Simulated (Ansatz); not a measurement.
**NbAs under changes of volume**

One of the cells (17.395 Å³/atom); the others are scaled copies at fixed shape and fractional positions:

```
Nb As
1.0
    -1.72585    1.72585    5.84000
     1.72585   -1.72585    5.84000
     1.72585    1.72585   -5.84000
Nb As
2 2
Cartesian
  0.0000 1.7259 0.0000
  0.0000 0.0000 8.7600
  0.0000 1.7259 4.8589
  0.0000 0.0000 1.9389
```

| Quantity | Value |
| --- | --- |
| Program | Ansatz 0.2.0 |
| Functional | PBE |
| Potentials or basis | Ansatz PAW |
| Cutoff | 420 eV (not typed: the program's choice for these potentials) |
| k mesh | 11 × 11 × 11 |
| Occupations | fermi-dirac, width 0.05 eV |
| Spin | no spin polarisation |

```csv
volume (Å³/atom),energy over the lowest point (meV/atom),pressure (GPa),largest force (eV/Å)
16.351,63.58,15.9,0.382
16.699,34.27,11.2,0.352
17.047,14.53,7.0,0.324
17.395,3.40,3.3,0.298
17.743,0.00,-0.1,0.273
18.091,?,?,?
18.438,13.34,-5.8,0.229
```

**Question.** What does the run at 18.091 Å³/atom give?

**Answer.** Energy over the lowest point 3.55 meV/atom; pressure -3.1 GPa; largest force 0.251 eV/Å.

Worked out: A Birch-Murnaghan fit of order 3 (a polynomial in V^(-2/3)) to the other rows has its minimum at 17.73 Å³/atom with B0 = V·E''(V) = 164 GPa and B' = 4.4 at fixed shape and positions, which overstates the stiffness. It gives 3.56 meV/atom at 18.091 Å³/atom, against the run's 3.55, and -dE/dV = -3.1 GPa, against -3.1.

Energies are extrapolated to zero smearing.
